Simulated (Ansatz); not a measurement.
# Generalised stacking fault on (110) of a LiCl-LiBr solid solution (56 atoms): support functions against a reference, part 2 of 3

Wanted: errors and times of a linear-scaling basis for generalised stacking fault on (110) of a LiCl-LiBr solid solution (56 atoms). A setting counts as converged where the r.m.s. difference of forces stays under 1 % of the r.m.s. force.

Ansatz 0.2.0; Kohn-Sham DFT, PBE, PAW (set soft_2), plane waves.

The cell: 28 Li, 10 Br and 18 Cl. The cell is under 6 Å thick along one periodic direction. The host structure and its lattice constant were typed by rule, without a check against the phase diagram.

So far. Step 4 (Support functions low): Forces differ from the reference by 0.15 meV/Å r.m.s., 0.16 % of their size, well within a tolerance of 1 %; the energy by -0.25 meV/atom. Step 5 (Support functions high): Forces differ from the reference by 0.031 meV/Å r.m.s., 0.033 % of their size, well within a tolerance of 1 %; the energy by -0.29 meV/atom. It took roughly 4.6 times the reference's time (one timing each, with unlike analyses asked), in 19 cycles against 7.

## (6) Support functions medium, spacing 0.411 Å

The grid spacing sets how fine a wave the support functions can hold. The typed value is an upper bound: the grid laid has 24×18×72 points, 0.365 Å apart at most.

This step: Kohn-Sham DFT, PBE, PAW (set soft_2), localised support functions (medium) (Ansatz 0.2.0).

File input.yaml:

```yaml
crystal:
  lattice:
    - [7.44767, 0.0, 0.0]
    - [0.0, 5.2663, 0.0]
    - [0.31034, 0.0, 26.26686]
  atoms:
    [... the 56 atom lines of step 2 ...]
kpoints:
  mp_grid: { grid: [2, 3, 1] }
hamiltonian:
  xc: pbe
scf:
  occupations: { method: fermi_dirac, width: 0.025 }
  eigensolver: { kind: { support_functions: { accuracy: medium, spacing: 0.411 } } }
  mixing: { beta: 0.2 }
  max_iter: 150
output:
  forces: true
```

Command:

```bash
$ ansatz run input.yaml --threads 4 --pin off --max-ram 8192MiB --backend cpu --events-out ev --progress --plain --runs-dir out
```

The log of the run:

```text
[...]
Crystal: 56 atoms, lattice volume = 1030.230 Å³
Basis set: ecut = 420 eV, 20197 PW (Γ), exchange–correlation on 100×72×360 points (8 copies of the dense FFT grid, shifted against one another)
Bands: 168, of which v1, the nominal top of the filled ones, is band 140 counted from 1 (139 counted from 0)
Symmetry: 1 space group operations
k-points: 4 of 6 (time reversal used)
[...]
SCF iter   1: F=—  HF=-53084.761084 eV  |F-HF|=—  |Δ(HF+E_count)|=         —  Δρ=2.57e-2  dr2=6.21e0  ethr=1.00e-1
[...]
SCF iter  16: F=-53089.814190 eV  HF=-53089.814190 eV  |F-HF|=1.66e-7  |Δ(HF+E_count)|=   1.92e-7  Δρ=4.38e-6  dr2=1.37e-7  ethr=1.31e-9
SCF 1 converged in 16 iterations: F = -53089.820468 eV  dr2 = 1.37e-7
[...]
SCF converged after 16 iterations
[...]
Free energy (F): -53089.820468 eV
[...]
Internal energy: -53089.820468 eV  (E = F + TS)
E sigma→0 (E₀):  -53089.820468 eV
Fermi energy:    4.783189 eV
[...]
--- Forces (eV/Å), atoms counted from 1 ---
  atom   1  Li     0.06366617    -0.00178727    -0.18539503
  atom   2  Br    -0.06016782    -0.00162048    -0.26951519
  atom   3  Li    -0.02041253     0.00697345     0.30244740
  atom   4  Cl     0.07379653    -0.01340746     0.07220435
  atom   5  Li    -0.16969506     0.00033246    -0.09065133
  atom   6  Cl     0.01825294     0.00819764    -0.00305328
  atom   7  Li    -0.12640534    -0.01750021     0.06467527
  atom   8  Cl    -0.00430581    -0.02719243    -0.02125442
  atom   9  Li    -0.01051477     0.00117114    -0.06805709
  atom  10  Cl     0.03290702    -0.01226085    -0.05217660
  atom  11  Li     0.00320237    -0.00494916    -0.00810938
  atom  12  Cl     0.06801641     0.03203324     0.02794505
  atom  13  Li     0.00589439    -0.00206571     0.08486596
  atom  14  Cl     0.04867517     0.01123929     0.15204616
[...]
atom  55  Li     0.27005000     0.00499519     0.11375438
  atom  56  Br     0.22603815    -0.03495038     0.02969631
  max |Σ_I F_I| component: 3.17e-1 eV/Å
--- Band table (eV) ---
[...]
```

Elapsed: 46 s, on 4 threads of Arm Neoverse V2, shared host; peak memory 1.4 GiB.

The program notes that the forces don't sum to zero within tolerance and the grid leaves an egg-box force.

Forces differ from the reference by 33 meV/Å r.m.s., 35 % of their size, far over a tolerance of 1 %; the energy by -2.7 meV/atom and the gap by -0.0061 eV. The setting is coarser than the default on purpose.

## (7) Support functions medium, spacing 0.343 Å

The grid spacing sets how fine a wave the support functions can hold. The typed value is an upper bound: the grid laid has 24×18×90 points, 0.310 Å apart at most.

input.yaml, the sections that differ from step 6:

```yaml
scf:
  occupations: { method: fermi_dirac, width: 0.025 }
  eigensolver: { kind: { support_functions: { accuracy: medium, spacing: 0.343 } } }
  mixing: { beta: 0.2 }
  max_iter: 150
# crystal, kpoints, hamiltonian, output: as in step 6
```

The log of the run:

```text
[...]
Crystal: 56 atoms, lattice volume = 1030.230 Å³
Basis set: ecut = 420 eV, 20197 PW (Γ), exchange–correlation on 100×72×360 points (8 copies of the dense FFT grid, shifted against one another)
Bands: 168, of which v1, the nominal top of the filled ones, is band 140 counted from 1 (139 counted from 0)
Symmetry: 1 space group operations
k-points: 4 of 6 (time reversal used)
[...]
SCF iter   1: F=—  HF=-53085.876195 eV  |F-HF|=—  |Δ(HF+E_count)|=         —  Δρ=2.51e-2  dr2=6.15e0  ethr=1.00e-1
[...]
SCF iter  17: F=-53089.684144 eV  HF=-53089.684144 eV  |F-HF|=1.25e-7  |Δ(HF+E_count)|=   7.80e-7  Δρ=7.71e-6  dr2=4.55e-7  ethr=4.20e-10
SCF 1 converged in 17 iterations: F = -53089.689494 eV  dr2 = 4.55e-7
[...]
SCF converged after 17 iterations
[...]
Free energy (F): -53089.689494 eV
[...]
Internal energy: -53089.689494 eV  (E = F + TS)
E sigma→0 (E₀):  -53089.689494 eV
Fermi energy:    4.786436 eV
[...]
--- Forces (eV/Å), atoms counted from 1 ---
  atom   1  Li     0.06296610    -0.00256064    -0.21437531
  atom   2  Br    -0.06911138    -0.00017308    -0.20374073
  atom   3  Li    -0.01740066     0.00716093     0.21517856
  atom   4  Cl     0.07241465    -0.01311362     0.02567292
  atom   5  Li    -0.16387627    -0.00004436    -0.14238984
  atom   6  Cl     0.01833991     0.00830556    -0.01138363
  atom   7  Li    -0.12480979    -0.01806084     0.11455767
  atom   8  Cl    -0.00447930    -0.02701758     0.02476299
  atom   9  Li    -0.01095284     0.00119195     0.01487970
  atom  10  Cl     0.03333356    -0.01213840    -0.02083549
  atom  11  Li     0.00090844    -0.00512401    -0.01223469
  atom  12  Cl     0.06750295     0.03174966    -0.00449124
  atom  13  Li     0.00378114    -0.00204547     0.00427618
  atom  14  Cl     0.04823139     0.01140927     0.09941507
[...]
atom  55  Li     0.26883659     0.00561309     0.03992308
  atom  56  Br     0.22515314    -0.03107748     0.06931568
  max |Σ_I F_I| component: 1.09e-2 eV/Å
--- Band table (eV) ---
[...]
```

Run time: 50 s. Hardware: 4 threads; peak memory 1.5 GiB.

Forces differ from the reference by 5.5 meV/Å r.m.s., 5.9 % of their size, far over a tolerance of 1 %; the energy by -0.39 meV/atom. The setting is coarser than the default on purpose.

## (8) Support functions medium, spacing 0.297 Å

The grid spacing sets how fine a wave the support functions can hold. The typed value is an upper bound: the grid laid has 30×18×90 points, 0.293 Å apart at most.

input.yaml, the sections that differ from step 7:

```yaml
scf:
  occupations: { method: fermi_dirac, width: 0.025 }
  eigensolver: { kind: { support_functions: { accuracy: medium, spacing: 0.297 } } }
  mixing: { beta: 0.2 }
  max_iter: 150
# crystal, kpoints, hamiltonian, output: as in step 7
```

The log of the run:

```text
[...]
Crystal: 56 atoms, lattice volume = 1030.230 Å³
Basis set: ecut = 420 eV, 20197 PW (Γ), exchange–correlation on 100×72×360 points (8 copies of the dense FFT grid, shifted against one another)
Bands: 168, of which v1, the nominal top of the filled ones, is band 140 counted from 1 (139 counted from 0)
Symmetry: 1 space group operations
k-points: 4 of 6 (time reversal used)
[...]
SCF iter   1: F=—  HF=-53086.062978 eV  |F-HF|=—  |Δ(HF+E_count)|=         —  Δρ=2.50e-2  dr2=6.14e0  ethr=1.00e-1
[...]
SCF iter  17: F=-53089.647544 eV  HF=-53089.647544 eV  |F-HF|=3.71e-8  |Δ(HF+E_count)|=   3.06e-7  Δρ=5.07e-6  dr2=2.53e-7  ethr=6.40e-10
SCF 1 converged in 17 iterations: F = -53089.653771 eV  dr2 = 2.53e-7
[...]
SCF converged after 17 iterations
[...]
Free energy (F): -53089.653771 eV
[...]
Internal energy: -53089.653771 eV  (E = F + TS)
E sigma→0 (E₀):  -53089.653771 eV
Fermi energy:    4.787407 eV
[...]
--- Forces (eV/Å), atoms counted from 1 ---
  atom   1  Li     0.06133256    -0.00271438    -0.21488622
  atom   2  Br    -0.06907096    -0.00012569    -0.20466396
  atom   3  Li    -0.00231641     0.00713911     0.21564751
  atom   4  Cl     0.08254677    -0.01299446     0.02488585
  atom   5  Li    -0.14461051    -0.00018450    -0.14314563
  atom   6  Cl     0.02503678     0.00821813    -0.01272744
  atom   7  Li    -0.11983274    -0.01818292     0.11399686
  atom   8  Cl    -0.00438129    -0.02697365     0.02395004
  atom   9  Li    -0.01407570     0.00128315     0.01507843
  atom  10  Cl     0.02680531    -0.01220306    -0.01890848
  atom  11  Li    -0.01396127    -0.00532710    -0.01123774
  atom  12  Cl     0.05819410     0.03174531    -0.00270892
  atom  13  Li    -0.00675049    -0.00194861     0.00443990
  atom  14  Cl     0.04473986     0.01138687     0.09850194
[...]
atom  55  Li     0.26273540     0.00575851     0.04044389
  atom  56  Br     0.22495456    -0.03127946     0.06781889
  max |Σ_I F_I| component: 1.01e-2 eV/Å
--- Band table (eV) ---
[...]
```

Elapsed: 53 s, on 4 threads; peak memory 1.5 GiB.

Forces differ from the reference by 1.6 meV/Å r.m.s., 1.7 % of their size, over a tolerance of 1 %; the energy by +0.25 meV/atom. The setting is coarser than the default on purpose.

## (9) Support functions medium, spacing 0.263 Å

The grid spacing sets how fine a wave the support functions can hold. The typed value is an upper bound: the grid laid has 30×24×108 points, 0.248 Å apart at most.

input.yaml, the sections that differ from step 8:

```yaml
scf:
  occupations: { method: fermi_dirac, width: 0.025 }
  eigensolver: { kind: { support_functions: { accuracy: medium, spacing: 0.263 } } }
  mixing: { beta: 0.2 }
  max_iter: 150
# crystal, kpoints, hamiltonian, output: as in step 8
```

The log of the run:

```text
[...]
Crystal: 56 atoms, lattice volume = 1030.230 Å³
Basis set: ecut = 420 eV, 20197 PW (Γ), exchange–correlation on 100×72×360 points (8 copies of the dense FFT grid, shifted against one another)
Bands: 168, of which v1, the nominal top of the filled ones, is band 140 counted from 1 (139 counted from 0)
Symmetry: 1 space group operations
k-points: 4 of 6 (time reversal used)
[...]
SCF iter   1: F=—  HF=-53086.570157 eV  |F-HF|=—  |Δ(HF+E_count)|=         —  Δρ=2.50e-2  dr2=6.14e0  ethr=1.00e-1
[...]
SCF iter  15: F=—  HF=-53089.674971 eV  |F-HF|=—  |Δ(HF+E_count)|=   2.66e-4  Δρ=2.12e-5  dr2=4.97e-6  ethr=1.97e-8  κ⁻¹=5.0e-7(r=7)
SCF iter  16: F=-53089.675225 eV  HF=-53089.675225 eV  |F-HF|=4.33e-7  |Δ(HF+E_count)|=   2.54e-4  Δρ=6.97e-6  dr2=4.69e-7  ethr=1.78e-9
SCF 1 converged in 16 iterations: F = -53089.681066 eV  dr2 = 4.69e-7
[...]
SCF converged after 16 iterations
[...]
Free energy (F): -53089.681066 eV
[...]
Internal energy: -53089.681066 eV  (E = F + TS)
E sigma→0 (E₀):  -53089.681066 eV
Fermi energy:    4.788462 eV
[...]
Σ components = -53089.681066   (vs F -53089.681066, Δ=0.00e0)
--- Forces (eV/Å), atoms counted from 1 ---
  atom   1  Li     0.06184599    -0.00372344    -0.21669637
  atom   2  Br    -0.06969185    -0.00049082    -0.20693275
  atom   3  Li    -0.00236608     0.00774302     0.21562218
  atom   4  Cl     0.08259785    -0.01451598     0.02092481
[...]
atom  56  Br     0.22561879    -0.03298691     0.06373384
  max |Σ_I F_I| component: 2.10e-3 eV/Å
--- Band table (eV) ---
[...]
```

The job ended after 68 s (4 threads; peak memory 1.8 GiB).

Keys that differ from the reference: support_functions.accuracy = "medium", support_functions.spacing = 0.263, scf.max_iter = 150 and scf.mixing.beta = 0.2.

Forces differ from the reference by 0.64 meV/Å r.m.s., 0.69 % of their size, within a tolerance of 1 %; the energy by -0.24 meV/atom.

## (10) Support functions medium, spacing 0.206 Å

The grid spacing sets how fine a wave the support functions can hold. The typed value is an upper bound: the grid laid has 48×30×144 points, 0.182 Å apart at most.

input.yaml, the sections that differ from step 9:

```yaml
scf:
  occupations: { method: fermi_dirac, width: 0.025 }
  eigensolver: { kind: { support_functions: { accuracy: medium, spacing: 0.206 } } }
  mixing: { beta: 0.2 }
  max_iter: 150
# crystal, kpoints, hamiltonian, output: as in step 9
```

The log of the run:

```text
[...]
Crystal: 56 atoms, lattice volume = 1030.230 Å³
Basis set: ecut = 420 eV, 20197 PW (Γ), exchange–correlation on 120×80×384 points (8 copies of the dense FFT grid, shifted against one another)
Bands: 168, of which v1, the nominal top of the filled ones, is band 140 counted from 1 (139 counted from 0)
Symmetry: 1 space group operations
k-points: 4 of 6 (time reversal used)
[...]
SCF iter   1: F=—  HF=-53086.821786 eV  |F-HF|=—  |Δ(HF+E_count)|=         —  Δρ=2.50e-2  dr2=6.15e0  ethr=1.00e-1
[...]
SCF iter  15: F=—  HF=-53089.677400 eV  |F-HF|=—  |Δ(HF+E_count)|=   1.66e-6  Δρ=8.87e-6  dr2=1.22e-6  ethr=1.23e-9  κ⁻¹=9.4e-6(r=7)
SCF iter  16: F=-53089.677401 eV  HF=-53089.677401 eV  |F-HF|=2.42e-8  |Δ(HF+E_count)|=   1.64e-7  Δρ=3.71e-6  dr2=1.36e-7  ethr=4.35e-10
SCF 1 converged in 16 iterations: F = -53089.684115 eV  dr2 = 1.36e-7
[...]
SCF converged after 16 iterations
[...]
Free energy (F): -53089.684115 eV
[...]
Internal energy: -53089.684115 eV  (E = F + TS)
E sigma→0 (E₀):  -53089.684115 eV
Fermi energy:    4.788716 eV
[...]
Σ components = -53089.684115   (vs F -53089.684115, Δ=0.00e0)
--- Forces (eV/Å), atoms counted from 1 ---
  atom   1  Li     0.06087149    -0.00371701    -0.21590568
  atom   2  Br    -0.06990077    -0.00057104    -0.20679155
  atom   3  Li    -0.00408828     0.00782508     0.21701037
  atom   4  Cl     0.08225851    -0.01452540     0.02146289
[...]
atom  56  Br     0.22568137    -0.03291600     0.06384940
  max |Σ_I F_I| component: 1.86e-3 eV/Å
--- Band table (eV) ---
[...]
```

Elapsed: 93 s, on 4 threads; peak memory 2.8 GiB; 5.9 min of CPU time.

Keys that differ from the reference: support_functions.accuracy = "medium", support_functions.spacing = 0.206, scf.max_iter = 150 and scf.mixing.beta = 0.2.

Forces differ from the reference by 0.087 meV/Å r.m.s., 0.093 % of their size, well within a tolerance of 1 %; the energy by -0.30 meV/atom. It took roughly 1.9 times the reference's time (one timing each, with unlike analyses asked), in 16 cycles against 7.

## (11) Support functions medium, spacing 0.183 Å

The grid spacing sets how fine a wave the support functions can hold. The typed value is an upper bound, and the grid laid (48×30×144 points) is that of the run with spacing 0.206 Å.

input.yaml, the sections that differ from step 10:

```yaml
scf:
  occupations: { method: fermi_dirac, width: 0.025 }
  eigensolver: { kind: { support_functions: { accuracy: medium, spacing: 0.183 } } }
  mixing: { beta: 0.2 }
  max_iter: 150
# crystal, kpoints, hamiltonian, output: as in step 10
```

The log of the run:

```text
[...]
Crystal: 56 atoms, lattice volume = 1030.230 Å³
Basis set: ecut = 420 eV, 20197 PW (Γ), exchange–correlation on 120×80×384 points (8 copies of the dense FFT grid, shifted against one another)
Bands: 168, of which v1, the nominal top of the filled ones, is band 140 counted from 1 (139 counted from 0)
Symmetry: 1 space group operations
k-points: 4 of 6 (time reversal used)
[...]
SCF iter   1: F=—  HF=-53086.823635 eV  |F-HF|=—  |Δ(HF+E_count)|=         —  Δρ=2.50e-2  dr2=6.15e0  ethr=1.00e-1
[...]
SCF iter  15: F=—  HF=-53089.677380 eV  |F-HF|=—  |Δ(HF+E_count)|=   1.65e-6  Δρ=8.89e-6  dr2=1.22e-6  ethr=1.23e-9  κ⁻¹=9.8e-6(r=7)
SCF iter  16: F=-53089.677380 eV  HF=-53089.677380 eV  |F-HF|=2.28e-8  |Δ(HF+E_count)|=   1.66e-7  Δρ=3.72e-6  dr2=1.37e-7  ethr=4.36e-10
SCF 1 converged in 16 iterations: F = -53089.684095 eV  dr2 = 1.37e-7
[...]
SCF converged after 16 iterations
[...]
Free energy (F): -53089.684095 eV
[...]
Internal energy: -53089.684095 eV  (E = F + TS)
E sigma→0 (E₀):  -53089.684095 eV
Fermi energy:    4.788720 eV
[...]
Σ components = -53089.684095   (vs F -53089.684095, Δ=0.00e0)
--- Forces (eV/Å), atoms counted from 1 ---
  atom   1  Li     0.06087260    -0.00372007    -0.21590728
  atom   2  Br    -0.06990642    -0.00057975    -0.20679551
  atom   3  Li    -0.00408785     0.00782664     0.21701196
  atom   4  Cl     0.08225984    -0.01452392     0.02146056
[...]
atom  56  Br     0.22568675    -0.03293298     0.06384803
  max |Σ_I F_I| component: 1.89e-3 eV/Å
--- Band table (eV) ---
[...]
```

Wall time 1.7 min (4 threads); peak memory 2.9 GiB.

Keys that differ from the reference: support_functions.accuracy = "medium", support_functions.spacing = 0.183, scf.max_iter = 150 and scf.mixing.beta = 0.2.

Forces differ from the reference by 0.086 meV/Å r.m.s., 0.093 % of their size, well within a tolerance of 1 %; the energy by -0.30 meV/atom. It took roughly 2.1 times the reference's time (one timing each, with unlike analyses asked), in 16 cycles against 7.

## (12) Other settings

Changed here: accuracy = "medium", scf.occupations.method = "methfessel_paxton" and scf.occupations.width = 0.3.

This step: Kohn-Sham DFT, PBE, PAW (set soft_2), plane waves (Ansatz 0.2.0).

input.yaml, the sections that differ from step 11:

```yaml
scf:
  occupations: { method: methfessel_paxton, width: 0.3 }
output:
  forces: true
  stress: true
  populations: true
  dos:
    method: { smearing: { sigma: 0.1 } }
    de: 0.1
    projected: { site_lists: { Br: [Br], Cl: [Cl], Li: [Li] } }
  eigenvalues: true
accuracy: medium
# crystal, kpoints, hamiltonian: as in step 11
```

The log of the run:

```text
band count auto-derived: 197 (N_el = 280.0; filled up to band 140; 196 by the electrons, moments and atoms)
[...]
Crystal: 56 atoms, lattice volume = 1030.230 Å³
Basis set: ecut = 420 eV, 20197 PW (Γ), exchange–correlation on 100×72×360 points (8 copies of the dense FFT grid, shifted against one another)
Bands: 197, of which v1, the nominal top of the filled ones, is band 140 counted from 1 (139 counted from 0)
Symmetry: 1 space group operations
[...]
k-points: 4 of 6 (time reversal used)
[...]
SCF iter   1: F=—  HF=-53089.670923 eV  |F-HF|=—  |Δ(HF+E_count)|=         —  Δρ=3.23e-4  dr2=3.01e-3  ethr=1.77e-3  ⟨swp⟩=15.8  Hψ=5704  notcnv=0
[...]
SCF iter   6: F=-53089.667533 eV  HF=-53089.667533 eV  |F-HF|=9.53e-10  |Δ(HF+E_count)|=   8.31e-8  S|Δr|=    0.00e0  Δρ=1.07e-6  dr2=1.70e-8  ethr=3.57e-11  ⟨swp⟩=16.2  Hψ=4593  notcnv=0
SCF 1 converged in 6 iterations: F = -53089.667533 eV  dr2 = 1.70e-8
[...]
SCF converged after 6 iterations
[...]
Free energy (F): -53089.667533 eV
[...]
Internal energy: -53089.667533 eV  (E = F + TS)
E sigma→0 (E₀):  -53089.667533 eV
Fermi energy:    4.788304 eV
Step filling:    the computed levels leave a gap of 5.4401 eV = 18.1 smearing widths at the electron count; against every level under it full and every level over it empty, smearing changes F+E_penalty+E_count by +5.54e-35 meV and its σ→0 estimate by -2.23e-33 meV
[...]
--- Forces (eV/Å), atoms counted from 1 ---
  atom   1  Li     0.06102591    -0.00369507    -0.21584169
  atom   2  Br    -0.06977455    -0.00054647    -0.20698613
  atom   3  Li    -0.00409657     0.00775744     0.21686138
  atom   4  Cl     0.08239094    -0.01457036     0.02139805
  atom   5  Li    -0.14648972    -0.00045233    -0.14177777
  atom   6  Cl     0.02487852     0.00775061    -0.00950405
  atom   7  Li    -0.11907577    -0.01883862     0.11280295
  atom   8  Cl    -0.00408878    -0.02836484     0.02771409
  atom   9  Li    -0.01296532     0.00018576     0.01508402
  atom  10  Cl     0.02706279    -0.01293537    -0.02250597
  atom  11  Li    -0.01280031    -0.00487500    -0.01044399
  atom  12  Cl     0.05824017     0.03282894    -0.00606752
  atom  13  Li    -0.00739046    -0.00194008     0.00456751
  atom  14  Cl     0.04416985     0.01025988     0.10213650
[...]
atom  55  Li     0.26453350     0.00744374     0.04131374
  atom  56  Br     0.22594142    -0.03295968     0.06384997
  max |Σ_I F_I| component: 1.50e-4 eV/Å
--- Stress (GPa, compression-positive) ---
        0.505138      -0.003221      -0.123909
       -0.003221       0.311396       0.000827
       -0.123909       0.000827       0.158024
  P = ⅓ Tr σ = 0.3249 GPa (3.249 kbar)
--- Band table (eV) ---
[...]
--- Löwdin populations: 56 sites ---
  site symbol       q [e]
     0     Li      2.3299
     1     Br      7.5494
     2     Li      2.3397
[...]
55     Br      7.5490
  spilling = 0.006199 (of n_electrons = 280.000000)
```

The job ended after 48 s (4 threads; peak memory 2.9 GiB; 2.6 min of CPU time).

Forces differ from the reference by 0.007 meV/Å r.m.s., 0.0078 % of their size, well within a tolerance of 1 %.

(Continued in part 3 of 3.)

[Long decimals in the printed logs are rounded to 6 places.]

[Logs are printed without paths, hosts, clocks, repeated set-up lines and the standing remarks that a program may print on its own settings, such as how far it seeks lower states.]

[Hosts, paths, dates, database ids (printed as entryN), source tags and the programs' standing remarks are cut or masked in the printed files.]
